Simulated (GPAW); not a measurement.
Input of a GPAW 26.7.0 run:

File run.py:

```python
from ase import Atoms
from ase.dft.bandgap import bandgap
from ase.io import write
from ase.units import GPa
from gpaw import GPAW, PW

atoms = Atoms(['In', 'P'],
              cell=[[0.0, 2.9305, 2.9305],
                    [2.9305, 0.0, 2.9305],
                    [2.9305, 2.9305, 0.0]],
              scaled_positions=[[0.007649, -0.008311, -0.011907],
                                [0.755472, 0.745867, 0.765181]],
              pbc=True)

calc = GPAW(mode=PW(600),
            xc='PBE',
            kpts={'size': (8, 8, 8), 'gamma': True},
            occupations={'name': 'fermi-dirac', 'width': 0.05},
            nbands=18,
            convergence={'density': 1e-05, 'energy': 1e-05},
            maxiter=150,
            txt='gpaw.txt')
atoms.calc = calc
energy = atoms.get_potential_energy()
forces = atoms.get_forces()
stress = atoms.get_stress()
calc.write('gs.gpw')
write('result.traj', atoms)
print(f'Energy: {energy:.6f} eV')
print('Forces (eV/A):')
print(forces.round(4))
print('Stress (GPa):', (stress / GPa).round(3))
print('Fermi level:', round(calc.get_fermi_level(), 4), 'eV')
print(f'Gap: {bandgap(calc)[0]:.4f} eV, direct: {bandgap(calc, direct=True)[0]:.4f} eV')
```

Potentials or basis: GPAW PAW data sets (gpaw-data 1.2.1), pw.

Launch:

```sh
$ OMP_NUM_THREADS=1 python run.py
```

Q: Predict the largest force.

A: 1.019 eV/Å.

Q: Predict the band gap on the k mesh.

A: 0.53 eV, direct.

Stress tensor (GPa, compression positive):
```
3.26 0.64 2.10
0.64 3.38 2.61
2.10 2.61 3.59
```

Caveat: spin-orbit coupling is left out, which moves the levels of the heavy elements.
